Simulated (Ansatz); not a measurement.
# What Li5SbCl2 (built on the sites of a database entry of Li5NCl2) distorts into, part 3 of 3

Wanted: the energy along a soft mode of Li5SbCl2 (built on the sites of a database entry of Li5NCl2) and the structure at the end.

Ansatz 0.2.0; DFT PBEsol, scalar-relativistic, plane waves, PAW.

So far. Step 5 (Energy along the mode, all amplitudes (two of the runs …): The lowest of the steps tried is at 0.45 Å, 5.53 meV/atom below the parent; the bottom of the well need not coincide with a step. Step 7 (The new phase in its own primitive cell): The largest force component left is 0.41 meV/Å and the pressure is 0.000 GPa, within the tolerances set. The cell now holds 19.04 Å³/atom.

The structure was built from a prototype and need not be the compound's stable phase.

### Step 8. Modes of the new phase, k-mesh 6×6×4, occupations fixed

A relaxed structure may still be a saddle point, so its zone-centre modes are computed. The response to a homogeneous field gives the Born charges and the dielectric tensor.

Contents of input.yaml:

```yaml
crystal:
  lattice:
    - [3.6535607087, -2.2857553211, 0.0002173282]
    - [3.6535607087, 2.2857553211, 0.0002173282]
    - [-0.8055878295, 0.0, 9.1181471609]
  atoms:
    - { symbol: Li, position: [0.7394707342, 0.2605292658, 0.5] }
    - { symbol: Li, position: [0.4566576977, 0.8747483663, 0.7934748357] }
    - { symbol: Li, position: [0.1252516337, 0.5433423023, 0.2065251643] }
    - { symbol: Li, position: [0.4989833011, 0.8398105781, 0.095006684] }
    - { symbol: Li, position: [0.1601894219, 0.5010166989, 0.904993316] }
    - { symbol: Sb, position: [0.8374898424, 0.1625101576, 0.0] }
    - { symbol: Cl, position: [0.2225287736, 0.3884912377, 0.6400830752] }
    - { symbol: Cl, position: [0.6115087623, 0.7774712264, 0.3599169248] }
kpoints:
  mp_grid: { grid: [6, 6, 4] }
hamiltonian:
  xc: pbesol
scf:
  occupations: { method: fixed }
output:
  eigenvalues: true
phonons:
  method: dfpt
  dielectric: true
  rigid_motions: translations
```

On the command line:

```
ansatz run input.yaml --threads 8 --pin off --max-ram 14336MiB --backend cpu --events-out ev --progress --plain --runs-dir out
```

Numbers of over 12 decimals in the logs are rounded to 6 here.

Output:

```text
[...]
Crystal: 8 atoms, lattice volume = 152.295 Å³
Basis set: ecut = 420 eV, 2981 PW (Γ), exchange–correlation on 60×60×128 points (8 copies of the dense FFT grid, shifted against one another)
Bands: 30, of which v1, the nominal top of the filled ones, is band 22 counted from 1 (21 counted from 0)
Symmetry: 2 space group operations
k-points: 76 of 144 (irreducible under 1 space group operation, time reversal used)
[...]
SCF iter   1: F=—  HF=-9553.439843 eV  |F-HF|=—  |Δ(HF+E_count)|=         —  Δρ=3.23e-3  dr2=3.07e-2  ethr=1.77e-3  ⟨swp⟩=5.1  Hψ=8704  notcnv=0  defer=434
[...]
SCF iter   9: F=-9553.425686 eV  HF=-9553.425686 eV  |F-HF|=7.28e-12  |Δ(HF+E_count)|=  2.76e-10  Δρ=1.30e-7  dr2=4.06e-11  ethr=1.00e-12  ⟨swp⟩=14.8  Hψ=16407  notcnv=0
SCF 1 converged in 9 iterations: F = -9553.425686 eV  dr2 = 4.06e-11
[...]
NSCF: frozen V_eff on 3 k-points
DFPT response loops at Γ: preconditioner auto → Resta (q_TF=auto, 2.218 Å⁻¹)  ε∞=9.6 (no band partly filled); β = 1.00, the filter's whole step (`scf.mixing.beta` (0.50) is not read by the response loops at its default; to damp them type it under 1.00, their step now; it binds the ground state too); Broyden in place of MSR1
── the response to a field inside a basis, on 12×12×6 k-points: an SCF that follows is theirs, and a resumed run solves both again ──
Bands: 23, of which v1, the nominal top of the filled ones, is band 22 counted from 1 (21 counted from 0)
k-points: 234 of 864 (time reversal used)
[...]
Eigensolver: Dense (234 Hₖ)
SCF iter   1: F=—  HF=-9553.417984 eV  |F-HF|=—  |Δ(HF+E_count)|=         —  Δρ=1.33e-4  dr2=2.07e-5  ethr=1.00e-1
[...]
SCF iter   4: F=-9553.417986 eV  HF=-9553.417986 eV  |F-HF|=4.91e-9  |Δ(HF+E_count)|=   5.37e-9  Δρ=2.42e-6  dr2=1.53e-8  ethr=3.06e-10
SCF 1 converged in 4 iterations: F = -9553.417986 eV  dr2 = 1.53e-8
[...]
WARN: field response: ε∞ stands inside a basis, on 12×12×6 points; the force constants stand on the 6×6×4 k-mesh, whose period is 10.32 times the interband length at k = (0.0000, 0.0000, 0.0000), direct gap 0.653 eV, under 14: take them and everything formed from them as unconverged, and compare with a denser kpoints.mp_grid
SCF converged after 9 iterations
Free energy (F): -9553.425686 eV
[...]
Internal energy: -9553.425686 eV  (E = F + TS)
E sigma→0 (E₀):  -9553.425686 eV
Fermi energy:    4.995875 eV
[...]
--- Band table (eV; the first three rows and the last of 76) ---
  k-point 0: bands = [... 18 lower, 0.3889, 3.1486, 4.6785, 4.9959, 5.6490, 6.6191, 7.6384, 7.8924, ... 4 higher]
  k-point 1: bands = [... 18 lower, 0.3890, 2.9569, 4.6715, 4.9919, 5.9547, 6.6450, 7.6054, 7.7504, ... 4 higher]
  k-point 2: bands = [... 18 lower, 0.3890, 2.7786, 4.6646, 4.9887, 6.3252, 6.6142, 7.5822, 7.6088, ... 4 higher]
  k-point 75: bands = [... 18 lower, 0.1431, 1.4095, 3.0673, 3.6612, 6.1120, 7.1818, 7.2245, 8.6985, ... 4 higher]
[...]
k mesh reduced under 1 symmetry operation, with k and −k counted as one. Each operation leaves every solved perturbation unchanged. A smaller set is not considered because the run solves the response to a homogeneous field
  ASR residual: 1.130e-4 → 0.000e0 eV/Å²; symmetrization residual: 2.912e-6 eV/Å²
[...]
ε∞ (high-frequency dielectric tensor):
        5.527124     0.000000    -0.052328
        0.000000     5.856580     0.000000
       -0.052328     0.000000     4.118849
  ε⁰ (static dielectric tensor: ions relaxed, cell fixed):
       19.251436    -0.000000     4.408331
       -0.000000    14.814894    -0.000000
        4.408331    -0.000000    16.807000
  ε⁰ − ε∞ (ionic part):
       13.724312    -0.000000     4.460659
       -0.000000     8.958314    -0.000000
        4.460659    -0.000000    12.688151
  softest optical mode at Γ: 49.57 cm⁻¹; the repairs (sum rule, projections) moved no ω² at Γ by more than (2.71 cm⁻¹)²
  Born effective charges Z* (e; rows j = field, columns β = displacement):
    site 0:
         1.28608    0.00000   -0.02453
         0.00000    1.01424    0.00000
         0.02749    0.00000    1.59715
    site 1:
         1.23634    0.09641   -0.03419
         0.06682    1.27414   -0.08600
        -0.00416   -0.06430    1.01313
    site 2:
         1.23634   -0.09641   -0.03419
        -0.06682    1.27414    0.08600
        -0.00416    0.06430    1.01313
    site 3:
         0.64245   -0.00389    0.02329
         0.00342    0.82074   -0.06023
        -0.00516   -0.08103    0.55179
    site 4:
         0.64245    0.00389    0.02329
        -0.00342    0.82074    0.06023
        -0.00516    0.08103    0.55179
    site 5:
        -2.57332   -0.00000   -0.01985
        -0.00000   -2.91536   -0.00000
         0.01957   -0.00000   -1.27498
    site 6:
        -1.23517    0.07411    0.03310
         0.12362   -1.14432    0.03772
        -0.01421   -0.05708   -1.72601
    site 7:
        -1.23517   -0.07411    0.03310
        -0.12362   -1.14432   -0.03772
        -0.01421    0.05708   -1.72601
  Z* charge neutrality: 5.861e-3 e pre-enforcement
  solved inside a basis spanned on kpoints, on 12×12×6 k-points, its susceptibility summed on 14×14×6: ε∞ is read to err by 2.5e-2, Z* by 1.9e-2 e (field_mesh: kpoints solves on kpoints); Z* is corrected for what the basis lacks
  optical modes at Γ without the LO–TO term, one row a degenerate level:
      ω (cm⁻¹)  modes    IR ((D/Å)²/amu)
         49.57      1             1.3649
         57.30      1             0.0074
         75.56      1             0.0326
        104.88      1             0.3892
        110.78      1             1.1554
        152.24      1             9.2797
        157.05      1             2.5739
[...]
optical modes at Γ + LO–TO along q̂ = [1.0000, 0.0000, 0.0000]:
      ω (cm⁻¹)  modes    IR ((D/Å)²/amu)
[...]
optical modes at Γ + LO–TO along q̂ = [0.0000, 1.0000, 0.0000]:
      ω (cm⁻¹)  modes    IR ((D/Å)²/amu)
[...]
optical modes at Γ + LO–TO along q̂ = [0.0000, 0.0000, 1.0000]:
      ω (cm⁻¹)  modes    IR ((D/Å)²/amu)
[...]
190.50      1             9.9803
        207.96      1             1.5170
        210.68      1             2.9643
        233.63      1             0.4069
        289.10      1             0.4277
        304.62      1             2.9419
        328.56      1            17.2744
        372.20      1             1.7745
        384.34      1             2.0220
        414.68      1             0.0000
        426.98      1             0.5097
        441.28      1             0.2026
```

The job ended after 2.6 min (8 threads of Arm Neoverse V1, shared host; peak memory 2.5 GiB; 19 min of CPU time).

Numbers from this step:

- sum-rule residual before enforcement: 1.13e-4 eV/Å²
- miss of the charge sum rule: 0.005861 e
- estimated error of the dielectric tensor: 0.02512
- estimated error of the Born charges: 0.01882 e
- point group: 2
- highest optical mode at the zone centre (no LO-TO term): 441.3 cm⁻¹
- lowest optical zone-centre mode: 49.57 cm⁻¹
- mean high-frequency dielectric constant: 5.168
- largest Born charge (third of the trace): -2.255 e
- mean static dielectric constant: 16.96
- top of the zone-centre spectrum with the field: 442.1 cm⁻¹

Patterns of degenerate modes are one choice out of their space. Modes at Γ, with each element's share of the kinetic energy:

| mode | frequency (cm⁻¹) | symmetry | Li % | Sb % | Cl % |
| --- | --- | --- | --- | --- | --- |
| 1 | 0.0 | acoustic | 15 | 54 | 31 |
| 2 | 0.0 | acoustic | 15 | 54 | 31 |
| 3 | 0.0 | acoustic | 15 | 54 | 31 |
| 4 | 49.6 | B | 12 | 27 | 61 |
| 5 | 57.3 | A | 2 | 5 | 93 |
| 6 | 75.6 | A | 10 | 28 | 62 |
| 7 | 104.9 | B | 11 | 12 | 78 |
| 8 | 110.8 | B | 22 | 32 | 46 |
| 9 | 152.2 | B | 85 | 0 | 15 |
| 10 | 157.1 | A | 47 | 0 | 53 |
| 11 | 169.6 | A | 70 | 4 | 26 |
| 12 | 174.8 | B | 87 | 7 | 6 |
| 13 | 190.5 | A | 88 | 1 | 11 |
| 14 | 204.8 | B | 77 | 0 | 23 |
| 15 | 208.0 | A | 82 | 3 | 15 |
| 16 | 210.7 | B | 85 | 8 | 7 |
| 17 | 233.6 | A | 95 | 0 | 5 |
| 18 | 289.5 | B | 97 | 2 | 1 |
| 19 | 308.5 | B | 98 | 0 | 2 |
| 20 | 372.2 | A | 96 | 3 | 0 |
| 21 | 382.5 | B | 97 | 3 | 0 |
| 22 | 414.7 | A | 96 | 0 | 4 |
| 23 | 426.8 | B | 98 | 2 | 0 |
| 24 | 441.3 | A | 99 | 1 | 1 |

Displacements in mode 4 (49.6 cm⁻¹), the largest set to 1:
```
Li1  0.78  0.00 -0.29
Li2 -0.61  0.18 -0.32
Li3 -0.61 -0.18 -0.32
Li4 -0.45 -0.03 -0.04
Li5 -0.45  0.03 -0.04
Sb6 -0.51  0.00  0.01
Cl7  1.00  0.03  0.09
Cl8  1.00 -0.03  0.09
```

Displacements in mode 15 (208.0 cm⁻¹), the largest set to 1:
```
Li1  0.00  1.00  0.00
Li2 -0.46 -0.67 -0.27
Li3  0.46 -0.67  0.27
Li4  0.13 -0.23 -0.04
Li5 -0.13 -0.23  0.04
Sb6  0.00  0.07  0.00
Cl7  0.04 -0.04 -0.21
Cl8 -0.04 -0.04  0.21
```

Optical modes at the zone centre, without and with the macroscopic field of the longitudinal modes; each column is sorted by frequency, so a row need not hold one and the same mode. Modes with and without the field, by row:

| rank among optical modes | no field (cm⁻¹) | q along (1, 0, 0) (cm⁻¹) | q along (0, 1, 0) (cm⁻¹) | q along (0, 0, 1) (cm⁻¹) |
| --- | --- | --- | --- | --- |
| 1 | 49.6 | 57.3 | 49.6 | 53.3 |
| 2 | 57.3 | 57.7 | 57.4 | 57.3 |
| 3 | 75.6 | 75.6 | 75.7 | 75.6 |
| 4 | 104.9 | 106.4 | 104.9 | 104.9 |
| 5 | 110.8 | 110.8 | 110.8 | 114.3 |
| 6 | 152.2 | 154.1 | 152.2 | 157.1 |
| 7 | 157.1 | 157.1 | 159.6 | 169.1 |
| 8 | 169.6 | 169.6 | 174.8 | 169.6 |
| 9 | 174.8 | 190.5 | 177 | 180.1 |
| 10 | 190.5 | 192.6 | 204.8 | 190.5 |
| 11 | 204.8 | 208 | 205.8 | 208 |
| 12 | 208 | 208.2 | 210.7 | 210.7 |
| 13 | 210.7 | 233.6 | 232.1 | 233.6 |
| 14 | 233.6 | 277.1 | 281.6 | 289.1 |
| 15 | 289.5 | 297.6 | 289.5 | 304.6 |
| 16 | 308.5 | 312.7 | 308.5 | 328.6 |
| 17 | 372.2 | 372.2 | 381.9 | 372.2 |
| 18 | 382.5 | 387.4 | 382.5 | 384.3 |
| 19 | 414.7 | 414.7 | 414.7 | 414.7 |
| 20 | 426.8 | 429 | 426.8 | 427 |
| 21 | 441.3 | 441.3 | 442.1 | 441.3 |

Born charge (rows field, columns displacement) (e), principal values of the symmetric part by kind of site:

| atom | atoms with these values | low | middle | high | mean |
| --- | --- | --- | --- | --- | --- |
| Li1 | 1 | 1.01 | 1.29 | 1.60 | 1.30 |
| Li2 | 2 | 0.99 | 1.18 | 1.35 | 1.17 |
| Li4 | 2 | 0.53 | 0.64 | 0.84 | 0.67 |
| Sb6 | 1 | -2.92 | -2.57 | -1.27 | -2.25 |
| Cl7 | 2 | -1.73 | -1.30 | -1.08 | -1.37 |

In full for Cl7:

```
-1.24  0.07  0.03
 0.12 -1.14  0.04
-0.01 -0.06 -1.73
```

High-frequency dielectric tensor:

```
 5.53  0.00 -0.05
 0.00  5.86  0.00
-0.05  0.00  4.12
```

Static dielectric tensor (ions relaxed, fixed cell):

```
19.25  0.00  4.41
 0.00 14.81  0.00
 4.41  0.00 16.81
```

Transverse modes. Infrared lines, with heights relative to the strongest:

| position (cm⁻¹) | label | relative intensity |
| --- | --- | --- |
| 50 | B | 9.4 |
| 57 | A | 0.1 |
| 76 | A | 0.2 |
| 105 | B | 2.7 |
| 111 | B | 8.0 |
| 152 | B | 64 |
| 157 | A | 18 |
| 170 | A | 39 |
| 175 | B | 76 |
| 190 | A | 69 |
| 205 | B | 100 |
| 208 | A | 10 |
| 211 | B | 23 |
| 234 | A | 2.8 |
| 290 | B | 2.7 |
| 308 | B | 2.5 |
| 372 | A | 12 |
| 382 | B | 6.9 |
| 415 | A | 0.0 |
| 427 | B | 3.2 |
| 441 | A | 1.4 |

Before it was imposed, the acoustic sum rule was missed by 1.1e-4 eV/Å² and the charge sum rule by 0.0059 e. Small misses are needed for a sound result but don't prove that mesh and cutoff are converged. The lowest optical mode is real, 49.6 cm⁻¹.

The log warns of the k mesh: “the force constants stand on the 6×6×4 k-mesh, whose period is 10.32 times the interband length at k = (0.0000, 0.0000, 0.0000), direct gap 0.653 eV, under 14: take them and everything formed from them as unconverged”.

### Step 9. Outcome

```json
{
 "unstable mode of the parent": "q = (0, 0, 0), 134i cm⁻¹",
 "depth at the lowest point sampled": "5.53 meV/atom",
 "largest atomic shift at that point": "0.45 Å",
 "space group reached (within 0.01 Å)": "C2",
 "energy gained over the parent (first relaxation, on the mesh of the frozen mode)": "70.1 meV/atom",
 "volume per atom, phase reached": "19.0 Å³",
 "gap on the k-mesh, phase reached": "0.653 eV",
 "lowest optical zone-centre mode, phase reached": "49.6 cm⁻¹",
 "highest optical mode at the zone centre (no LO-TO term), phase reached": "441 cm⁻¹"
}
```

What this shows: From this start the structure relaxes into C2, 70.1 meV/atom below the parent. At the parent's cell the well is 5.531 meV/atom deep on the steps tried, with its lowest point at a shift of 0.45 Å. Relaxing atoms and cell changes the gain by +64.60 meV/atom against the lowest step (energies at zero smearing). Most of the total comes from this relaxation. The frozen pattern makes up only 1 % of the final shifts of the atoms, so other modes or strain give most of the change. The new phase has no imaginary mode at the zone centre of its cell; other wavevectors were not checked. Of the 2 patterns followed to their end from this parent, this one ends 51.1 meV/atom above the lowest, R3m. Each path keeps the symmetry of its pattern, so a lower phase may lie along a pattern not tried. With the field response the log warns that the k mesh is coarse for the force constants too, so the frequencies may not be converged. With no gap, or one that is small against the smearing, the frequencies hang on the k mesh and the smearing, most of all near Kohn anomalies. Spin-orbit coupling is left out, which can matter for the heavy elements here. The starting cell was built on a prototype and not taken from a measurement, so the phase need not exist.

[Logs are printed without paths, hosts, clocks, repeated set-up lines and the standing remarks that a program may print on its own settings, such as how far it seeks lower states.]

[Hosts, paths, dates, database ids (printed as entryN), source tags and the programs' standing remarks are cut or masked in the printed files.]
